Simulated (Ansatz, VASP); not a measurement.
One calculation of AlN, two programs

File INCAR:

```
PREC = Accurate
ENCUT = 520
EDIFF = 1E-6
ISMEAR = 0
SIGMA = 0.05
LREAL = F
LASPH = T
NELM = 100
ALGO = Normal
ISIF = 2
LWAVE = F
LCHARG = F
GGA = PE
IBRION = 2
NSW = 50
EDIFFG = -0.01
```

Contents of KPOINTS:

```
Automatic mesh
0
Gamma
  9 9 6
```

POSCAR

```
AlN
1.0
    3.0360000000      0.0000000000      0.0000000000
   -1.5180000000      2.6292531259      0.0000000000
    0.0000000000      0.0000000000      5.0169562961
Al N
2 2
Direct
    0.3333333333      0.6666666667      0.0017290859
    0.6666666667      0.3333333333      0.5017290859
    0.3333333333      0.6666666667      0.3832709141
    0.6666666667      0.3333333333      0.8832709141
```

Input for Ansatz:

```yaml
crystal:
  lattice:
    - [3.036, 0.0, 0.0]
    - [-1.518, 2.6292531259, 0.0]
    - [0.0, 0.0, 5.0169562961]
  atoms:
    - { symbol: Al, position: [0.3333333333, 0.6666666667, 0.0017290859] }
    - { symbol: Al, position: [0.6666666667, 0.3333333333, 0.5017290859] }
    - { symbol: "N", position: [0.3333333333, 0.6666666667, 0.3832709141] }
    - { symbol: "N", position: [0.6666666667, 0.3333333333, 0.8832709141] }
basis:
  ecutwfc: 520.0
kpoints:
  mp_grid: { grid: [9, 9, 6] }
hamiltonian:
  xc: pbe
  pseudopotentials: { kind: paw, azcp: { folder: soft_1 } }
scf:
  occupations: { method: gaussian, width: 0.05 }
output:
  forces: true
  stress: true
  eigenvalues: true
relax:
  adjacent_minimum: "off"
  f_tol: 0.01
  max_steps: 30
```

Alike in both runs: task relaxation of the atoms; functional PBE; k mesh 9 × 9 × 6; occupations gaussian, width 0.05 eV; no spin polarisation.

|  | VASP | Ansatz |
| --- | --- | --- |
| version | VASP 6.6.1 | Ansatz 0.2.0 |
| potentials or method | VASP PAW PBE potentials, release 64 (Al, N) | scalar-relativistic, plane waves, PAW |
| plane-wave cutoff (eV) | 520 | 520 |
| valence electrons in the cell | 16 | 16 |

Ansatz gave:

* gap on the k mesh at the Fermi level, each at its own relaxed structure (eV): 4.65
* energy change over the relaxation (meV/atom): -3

Problem. Which values does VASP return?

Solution. gap on the k mesh at the Fermi level, each at its own relaxed structure (eV): 4.66; energy change over the relaxation (meV/atom): -3.

Ansatz warned: «stress_scf_threshold_loose».

Caveats: an odd mesh through Γ misses points on the zone boundary, where band edges often lie.
